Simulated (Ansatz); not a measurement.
# Mn3Si in Ansatz: the effect of target pressure

Crystal: Mn3Si.

```
Mn Si
1.0
     0.00000    2.86100    2.86100
     2.86100    0.00000    2.86100
     2.86100    2.86100    0.00000
Mn Si
3 1
Direct
  0.75000 0.75000 0.75000
  0.25000 0.25000 0.25000
  0.50000 0.50000 0.50000
  0.00000 0.00000 0.00000
```

Alike in all runs:

| Property | Result |
| --- | --- |
| Program | Ansatz 0.2.0 |
| Task | relaxation of cell and atoms |
| Functional | PBEsol |
| Potentials or basis | Ansatz PAW |
| Cutoff | 420 eV (not typed: the program's choice for these potentials) |
| k mesh | 8 × 8 × 8 |
| Occupations | fermi-dirac, width 0.05 eV |
| Spin | collinear spin, ferromagnetic start |
| Starting moments | [4.0, 4.0, 4.0, 0.0] μB |

Each run relaxes the cell or the atoms first.

Question: One run gave: relaxed volume 10.00 Å³/atom; moment 1.44 μB. Which target pressure did it use?
A. 20 GPa
B. 0 GPa
C. 2 GPa
D. 5 GPa
E. 30 GPa

Answer: A.

| target pressure | relaxed volume (Å³/atom) | moment (μB) |
| --- | --- | --- |
| 0 GPa | 10.77 | 1.08 |
| 2 GPa | 10.67 | 1.10 |
| 5 GPa | 10.54 | 1.16 |
| 10 GPa | 10.33 | 1.27 |
| 20 GPa | 10.00 | 1.44 |
| 30 GPa | 9.71 | 1.54 |

Caveats: the plane-wave basis is chosen anew once the cell has moved, so the energies of steps on either side of that aren't comparable; the PAW data sets come from PBE, with cores solved anew for the run's functional, which leaves a small shift of forces and pressure; the starting moments weren't kept; the volume moved by over 15 % at a fixed basis, so the end points are rough (some runs).
